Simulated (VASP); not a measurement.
# CaF2 (Fm-3m) in VASP: a series of runs

Runs on CaF2. Level: PBEsol. Tasks: single point, relaxation of cell and atoms.

Program: VASP 6.6.1. These are calculated values, not measurements. Logs are shortened: lines on timing, memory, paths and dates and some standing lists are left out, and cuts for length are marked.

### 1 The structure

The structure is cubic, space group Fm-3m (No. 225). Conventional cell: a = 5.421 Å, b = 5.421 Å, c = 5.421 Å, α = 90.00°, β = 90.00°, γ = 90.00°. Ca (site symmetry m-3m) has 8 F at 2.35 Å as nearest neighbours. F (site symmetry -43m) has 4 Ca at 2.35 Å as nearest neighbours.

### 2 Single point, PBEsol

Input file INCAR:

```
SYSTEM = CaF2
ALGO = Normal
EDIFF = 1E-6
ENCUT = 520
GGA = PS
ISIF = 2
ISMEAR = 0
LASPH = .True.
LCHARG = .True.
LELF = .True.
LREAL = .False.
LVHAR = .True.
LWAVE = .False.
NBANDS = 19
NELM = 100
PREC = Accurate
SIGMA = 0.02
```

Input file KPOINTS:

```
k-points
0
Gamma
  8 8 8
  0 0 0
```

Input file POSCAR:

```
CaF2
1.0
    0.0000000000      2.7103819535      2.7103819535
    2.7103819535      0.0000000000      2.7103819535
    2.7103819535      2.7103819535      0.0000000000
Ca F
1 2
Direct
    0.0000000000      0.0000000000      0.0000000000
    0.2500000000      0.2500000000      0.2500000000
    0.7500000000      0.7500000000      0.7500000000
```

Potentials or basis: VASP PAW PBE potentials, release 64 (Ca_sv, F).

Run with:

```console
cat potpaw_PBE.64/Ca_sv/POTCAR potpaw_PBE.64/F/POTCAR > POTCAR
mpirun -np 1 vasp_std > vasp.out
```

OUTCAR:

```text
SYSTEM = CaF2
   EDIFF = 1E-6
   ENCUT = 520
   GGA = PS
   ISIF = 2
   ISMEAR = 0
   LASPH = .True.
   LREAL = .False.
   NELM = 100
   PREC = Accurate

 ion  position               nearest neighbor table
   1  0.000  0.000  0.000-   3 2.35   3 2.35   3 2.35   2 2.35   2 2.35   2 2.35   3 2.35   2 2.35

   2  0.250  0.250  0.250-   1 2.35   1 2.35   1 2.35   1 2.35
   3  0.750  0.750  0.750-   1 2.35   1 2.35   1 2.35   1 2.35

  LATTYP: Found a face centered cubic cell.
 ALAT       =     5.4207639070

  Lattice vectors:

 A1 = (   0.0000000000,   2.7103819535,   2.7103819535)
 A2 = (   2.7103819535,   0.0000000000,   2.7103819535)
 A3 = (   2.7103819535,   2.7103819535,   0.0000000000)

Analysis of symmetry for initial positions (statically):
=====================================================================
 Subroutine PRICEL returns:
 Original cell was already a primitive cell.

 Routine SETGRP: Setting up the symmetry group for a
 face centered cubic supercell.

 Subroutine GETGRP returns: Found 48 space group operations
 (whereof 48 operations were pure point group operations)
 out of a pool of 48 trial point group operations.

The static configuration has the point symmetry O_h .

Analysis of symmetry for dynamics (positions and initial velocities):
=====================================================================
 Subroutine PRICEL returns:
 Original cell was already a primitive cell.

 Routine SETGRP: Setting up the symmetry group for a
 face centered cubic supercell.

 Subroutine GETGRP returns: Found 48 space group operations
 (whereof 48 operations were pure point group operations)
 out of a pool of 48 trial point group operations.

The dynamic configuration has the point symmetry O_h .

 Subroutine INISYM returns: Found 48 space group operations
 (whereof 48 operations are pure point group operations),
 and found     1 'primitive' translations

----------------------------------------------------------------------------------------

                                     Primitive cell

  volume of cell :      39.8219

[... 84 lines left out ...]
   ISPIN  =      1    spin polarized calculation?
   LNONCOLLINEAR =      F non collinear calculations
   LSORBIT =      F    spin-orbit coupling
   LASPH  =      T    aspherical Exc in radial PAW
   ENCUT  =  520.0 eV  38.22 Ry    6.18 a.u.   7.13  7.13  7.13*2*pi/ulx,y,z
   NELM   =    100;   NELMIN=  2; NELMDL= -5     # of ELM steps
   EDIFF  = 0.1E-05   stopping-criterion for ELM
   LREAL  =      F    real-space projection
   EDIFFG = 0.1E-04   stopping-criterion for IOM
   NSW    =      0    number of steps for IOM
   IBRION =     -1    ionic relax: 0-MD 1-quasi-New 2-CG
   NFREE  =      0    steps in history (QN), initial steepest desc. (CG)
   ISIF   =      2    stress and relaxation
   ISYM   =      2    0-nonsym 1-usesym 2-fastsym
   POTIM  = 0.5000    time-step for ionic-motion
   TEBEG  =    0.0;   TEEND  =   0.0 temperature during run
   PSTRESS=    0.0 pullay stress
   NELECT =      24.0000    total number of electrons
   NUPDOWN=      -1.0000    fix difference up-down
   EMIN   =  10.00;   EMAX   =-10.00  energy-range for DOS
   EFERMI =   0.00;   METHOD = LEGACY
   ISMEAR =     0;   SIGMA  =   0.02  broadening in eV -4-tet -1-fermi 0-gaus
   EFERMI_NEDOS =   21; number of points for ismear=-14 and -15
   IALGO  =     38    algorithm
   IMIX   =      4    mixing-type and parameters
     AMIX     =   0.40;   BMIX     =  1.00
     AMIX_MAG =   1.60;   BMIX_MAG =  1.00
  volume/ion in A,a.u.               =      13.27        89.58
  Fermi-wavevector in a.u.,A,eV,Ry     =   1.382838  2.613186 26.017631  1.912242
  Thomas-Fermi vector in A             =   2.507492
   LORBIT       =      0    0 simple, 1 ext, 2 COOP (PROOUT), +10 PAW based schemes
   GGA     = PS    functional components
   LHFCALC =     F    Hartree Fock is set to
   AEXX    =    0.0000 exact exchange contribution
   IVDW    =     0    specifies the selected vdW correction
   LEPSILON=     F    determine dielectric tensor
   LRPA    =     F    only Hartree local field effects (RPA)
 non-spin polarized calculation
 Gauss-broadening in eV      SIGMA  =   0.02
  energy-cutoff  :      520.00
  volume of cell :       39.82
 maximum number of plane-waves:      1090
 NGX is ok and might be reduce to    30
   NGX = 15   NGY = 15   NGZ = 15

 number of electron      23.9999982 magnetization

 Free energy of the ion-electron system (eV)
  ---------------------------------------------------
  ext. energy  EPLUGINS =         0.00000000
  ---------------------------------------------------
  free energy    TOTEN  =       -17.89991041 eV

  energy without entropy =      -17.89991041  energy(sigma->0) =      -17.89991041

 E-fermi :  -0.8377     XC(G=0): -10.0160

 val. band max:       -0.9608297416   @ k =   0.5000   0.5000   0.0000
 cond. band min:       6.2622251050   @ k =   0.0000   0.0000   0.0000
 fundamental gap:      7.2230548465
 Fermi energy:        -0.8377100789

 k-point     1 :       0.0000    0.0000    0.0000
  band No.  band energies     occupation
      1     -36.6650      2.00000
      2     -20.8397      2.00000
      3     -20.0150      2.00000
      4     -17.6893      2.00000
      5     -17.6893      2.00000
      6     -17.6893      2.00000
[... 505 lines left out ...]
      6     -17.2521      2.00000
[... 11 lines left out ...]
     18      11.5931      0.00000
     19      13.3605      0.00000

 [... further k-points ...]

------------------------ aborting loop because EDIFF is reached ----------------------------------------

  FORCE on cell =-STRESS in cart. coord.  units (eV):
  Direction    XX          YY          ZZ          XY          YZ          ZX
  --------------------------------------------------------------------------------------
  -------------------------------------------------------------------------------------
  Total        0.0838966      0.0838966      0.0838966     -0.0000000      0.0000000      0.0000000
  in kB        3.3754636      3.3754636      3.3754636     -0.0000000      0.0000000      0.0000000
  external PRESSURE =       3.3754636 kB  Pullay stress =       0.0000000 kB

 VOLUME and BASIS-vectors are now :
 -----------------------------------------------------------------------------
  energy-cutoff  :      520.00
  volume of cell :       39.82
      direct lattice vectors                 reciprocal lattice vectors
     0.000000000  2.710381954  2.710381954    -0.184475845  0.184475845  0.184475845
     2.710381954  0.000000000  2.710381954     0.184475845 -0.184475845  0.184475845
     2.710381954  2.710381954  0.000000000     0.184475845  0.184475845 -0.184475845

 POSITION                                       TOTAL-FORCE (eV/Angst)
 -----------------------------------------------------------------------------------
      0.00000      0.00000      0.00000         0.000000      0.000000     -0.000000
      1.35519      1.35519      1.35519         0.000000      0.000000      0.000000
      4.06557      4.06557      4.06557        -0.000000     -0.000000     -0.000000
 -----------------------------------------------------------------------------------
    total drift:                                0.000000     -0.000000      0.000000

  FREE ENERGIE OF THE ION-ELECTRON SYSTEM (eV)
  ---------------------------------------------------
  free  energy   TOTEN  =       -17.8999104143 eV

  energy  without entropy=      -17.8999104143  energy(sigma->0) =      -17.89991041
```

OSZICAR:

```text
N       E                     dE             d eps       ncg     rms          rms(c)
DAV:   1     0.212835610634E+03    0.21284E+03   -0.13619E+04  1102   0.129E+03
DAV:   2    -0.736667592848E+01   -0.22020E+03   -0.21263E+03  1266   0.348E+02
DAV:   3    -0.185793091216E+02   -0.11213E+02   -0.11151E+02  1270   0.833E+01
DAV:   4    -0.189808325454E+02   -0.40152E+00   -0.40032E+00  1728   0.123E+01
DAV:   5    -0.189832532425E+02   -0.24207E-02   -0.24206E-02  1266   0.107E+00    0.737E+00
DAV:   6    -0.179020258270E+02    0.10812E+01   -0.43628E+00  1183   0.146E+01    0.298E+00
DAV:   7    -0.178876709994E+02    0.14355E-01   -0.10262E-01  1292   0.324E+00    0.168E+00
DAV:   8    -0.178971293105E+02   -0.94583E-02   -0.33611E-02  1229   0.203E+00    0.213E-01
DAV:   9    -0.178991149102E+02   -0.19856E-02   -0.68262E-03  1327   0.599E-01    0.129E-01
DAV:  10    -0.178998993869E+02   -0.78448E-03   -0.16520E-03  1158   0.330E-01    0.205E-02
DAV:  11    -0.178999061331E+02   -0.67462E-05   -0.51950E-05  1288   0.658E-02    0.704E-03
DAV:  12    -0.178999106056E+02   -0.44725E-05   -0.92524E-06  1277   0.271E-02    0.329E-03
DAV:  13    -0.178999104143E+02    0.19134E-06   -0.22774E-06  1240   0.115E-02
   1 F= -.17899910E+02 E0= -.17899910E+02  d E =-.230264E-20
```

Wall time 18 s (1 thread of Intel Xeon Platinum 8559C (Emerald Rapids), shared host); peak memory 0.17 GiB.

Results:

* Free energy: -17.8999 eV
* Pressure: 0.3 GPa
* Band gap on the k mesh: 7.22 eV, indirect (least direct gap 7.49 eV)

Levels at points of the mesh, in eV from the valence-band top:
```
           k point  band 9  band 10  band 11  band 12  band 13  band 14  band 15  band 16
(0.00, 0.00, 0.00)   -2.22    -0.26    -0.26    -0.26     7.22     9.21     9.21    11.40
(0.50, 0.00, 0.00)   -1.34    -1.29    -0.86    -0.86     9.44     9.44     9.85    10.65
(0.50, 0.50, 0.00)   -1.70    -0.39    -0.39     0.00     8.08     9.60    10.19    11.01
```

Caveat: the PAW data sets were made with another functional, which shifts forces and pressure a little. A k mesh can miss the band edges.

### 3 Relaxation of cell and atoms, PBEsol

This run uses another cell than the first one, of 13.58 Å³/atom, 1.023 times its volume.

Input file INCAR:

```
PREC = Accurate
ENCUT = 600
EDIFF = 1E-6
ISMEAR = 0
SIGMA = 0.02
LREAL = F
LASPH = T
NELM = 100
ALGO = Normal
ISIF = 3
LWAVE = F
LCHARG = F
GGA = PS
IBRION = 2
NSW = 100
EDIFFG = -0.005
```

Input file KPOINTS:

```
regular mesh
0
Gamma
  8 8 8
```

Input file POSCAR:

```
CaF2
1.0
    0.0000000000      2.7312500000      2.7312500000
    2.7312500000      0.0000000000      2.7312500000
    2.7312500000      2.7312500000      0.0000000000
Ca F
1 2
Direct
    0.0000000000      0.0000000000      0.0000000000
    0.2500000000      0.2500000000      0.2500000000
    0.7500000000      0.7500000000      0.7500000000
```

Potentials or basis: VASP PAW PBE potentials, release 64 (Ca_sv, F).

Run with:

```console
cat potpaw_PBE.64/Ca_sv/POTCAR potpaw_PBE.64/F/POTCAR > POTCAR
mpirun -np 1 vasp_std > vasp.out
```

OUTCAR:

```text
PREC = Accurate
   ENCUT = 600
   EDIFF = 1E-6
   ISMEAR = 0
   LREAL = F
   LASPH = T
   NELM = 100
   ISIF = 3
   GGA = PS
   IBRION = 2
   NSW = 100
   EDIFFG = -0.005

 ion  position               nearest neighbor table
   1  0.000  0.000  0.000-   2 2.37   3 2.37   3 2.37   3 2.37   3 2.37   2 2.37   2 2.37   2 2.37

   2  0.250  0.250  0.250-   1 2.37   1 2.37   1 2.37   1 2.37
   3  0.750  0.750  0.750-   1 2.37   1 2.37   1 2.37   1 2.37

  LATTYP: Found a face centered cubic cell.
[... 1166 lines left out ...]
  FORCE on cell =-STRESS in cart. coord.  units (eV):
  Direction    XX          YY          ZZ          XY          YZ          ZX
  --------------------------------------------------------------------------------------
  -------------------------------------------------------------------------------------
  Total        0.0000736      0.0000736      0.0000736      0.0000000      0.0000000     -0.0000000
  in kB        0.0029558      0.0029558      0.0029558      0.0000000      0.0000000     -0.0000000
  external PRESSURE =       0.0029558 kB  Pullay stress =       0.0000000 kB

 VOLUME and BASIS-vectors are now :
 -----------------------------------------------------------------------------
  energy-cutoff  :      600.00
  volume of cell :       39.91
      direct lattice vectors                 reciprocal lattice vectors
    -0.000000000  2.712317287  2.712317287    -0.184344215  0.184344215  0.184344215
     2.712317287  0.000000000  2.712317287     0.184344215 -0.184344215  0.184344215
     2.712317287  2.712317287  0.000000000     0.184344215  0.184344215 -0.184344215

 POSITION                                       TOTAL-FORCE (eV/Angst)
 -----------------------------------------------------------------------------------
     -0.00000      2.71232      2.71232         0.000000     -0.000000      0.000000
      1.35616      1.35616      1.35616        -0.000000     -0.000000     -0.000000
      4.06848      4.06848      4.06848         0.000000      0.000000      0.000000
 -----------------------------------------------------------------------------------
    total drift:                               -0.000000     -0.000000      0.000000

  FREE ENERGIE OF THE ION-ELECTRON SYSTEM (eV)
  ---------------------------------------------------
  free  energy   TOTEN  =       -17.9069834669 eV

  energy  without entropy=      -17.9069834669  energy(sigma->0) =      -17.90698347

 reached required accuracy - stopping structural energy minimisation
```

CONTCAR:

```text
CaF2
   1.00000000000000
    -0.0000000000000000    2.7123172868550256    2.7123172868550256
     2.7123172868550256    0.0000000000000000    2.7123172868550256
     2.7123172868550256    2.7123172868550256    0.0000000000000000
  Ca              F
     1     2
Direct
     1.0000000000000000    0.0000000000000000    0.0000000000000000
     0.2500000000000000    0.2500000000000000    0.2500000000000000
     0.7500000000000000    0.7500000000000000    0.7500000000000000

  0.00000000E+00  0.00000000E+00  0.00000000E+00
  0.00000000E+00  0.00000000E+00  0.00000000E+00
  0.00000000E+00  0.00000000E+00  0.00000000E+00
```

It took 22 s on 1 thread of Intel Xeon Platinum 8559C (Emerald Rapids), shared host; peak memory 0.19 GiB.

What came out:

| Property | Result |
| --- | --- |
| Free energy | -17.9070 eV |
| Relaxed volume | 13.30 Å³/atom |
| Relaxed cell | a = 3.836 Å, b = 3.836 Å, c = 3.836 Å, α = 60.00°, β = 60.00°, γ = 60.00° |
| Space group after relaxing (to 0.05 Å) | Fm-3m (No. 225) |
| Energy gained by relaxing | 1.5 meV/atom |
| Ionic steps | 2 |
| Pressure after relaxing | 0.0 GPa |
| Band gap on the k mesh | 7.21 eV, indirect (least direct gap 7.47 eV) |

The path:
```csv
step,energy change (eV),largest force (eV/Å),pressure (GPa),volume (Å³)
1,0.0000,0.0000,-1.69,40.75
2,-0.0046,0.0000,0.00,39.91
```

Final structure:
```
Ca F
1.0
     0.00000    2.71232    2.71232
     2.71232    0.00000    2.71232
     2.71232    2.71232    0.00000
Ca F
1 2
Direct
  0.00000 0.00000 0.00000
  0.25000 0.25000 0.25000
  0.75000 0.75000 0.75000
```

Caveat: the PAW data sets were made with another functional, which shifts forces and pressure a little.

### 4 Single point, PBEsol

This run uses another cell than the first one, of 13.58 Å³/atom, 1.023 times its volume.

Input file INCAR:

```
SYSTEM = CaF2
ALGO = Fast
EDIFF = 1E-7
ENCUT = 520
GGA = PS
ISIF = 2
ISMEAR = 0
LASPH = .TRUE.
LCHARG = .FALSE.
LREAL = .FALSE.
LWAVE = .FALSE.
NBANDS = 19
NELM = 80
PREC = Accurate
SIGMA = 0.1
```

Input file KPOINTS:

```
k-points
0
G
  6 6 6
  0 0 0
```

POSCAR is that of step 3.

Run with:

```console
cat potpaw_PBE.64/Ca_sv/POTCAR potpaw_PBE.64/F/POTCAR > POTCAR
mpirun -np 1 vasp_std > vasp.out
```

It took 15 s on 1 thread of AMD EPYC 9R45 (Zen 5), shared host; peak memory 0.13 GiB.

Results (log left out):

```yaml
Free_energy: -17.8979 eV
Pressure: -1.6 GPa
Band_gap_on_the_k_mesh: 7.09 eV, indirect (least direct gap 7.35 eV)
```

Levels at points of the mesh, in eV from the valence-band top:
```csv
k point,band 9,band 10,band 11,band 12,band 13,band 14,band 15,band 16
"(0.00, 0.00, 0.00)",-2.14,-0.26,-0.26,-0.26,7.09,9.12,9.12,11.22
"(0.50, 0.00, 0.00)",-1.31,-1.26,-0.85,-0.85,9.34,9.34,9.70,10.53
"(0.50, 0.50, 0.00)",-1.67,-0.37,-0.37,0.00,8.02,9.47,10.07,10.86
```

Caveat: the PAW data sets were made with another functional, which shifts forces and pressure a little. A k mesh can miss the band edges.

### 5 The runs side by side

```tsv
task	cell	k mesh	cutoff (eV)	smearing	gap on the mesh (eV)	pressure (GPa)
single point	Fm-3m, 13.27 Å³/atom	8 × 8 × 8	520	gaussian 0.02 eV	7.22	0.3
relaxation of cell and atoms	relaxed	8 × 8 × 8	600	gaussian 0.02 eV	7.21	0.0
single point	Fm-3m, 13.58 Å³/atom	6 × 6 × 6	520	gaussian 0.1 eV	7.09	-1.6
```

Alike in all rows: level PBEsol; potentials or basis VASP PAW PBE potentials, release 64 (Ca_sv, F); no spin polarisation.

Caveats: the PAW data sets were made with another functional, which shifts forces and pressure a little.

Total energies depend on the potentials used, so only differences within one code and one set of settings carry meaning.
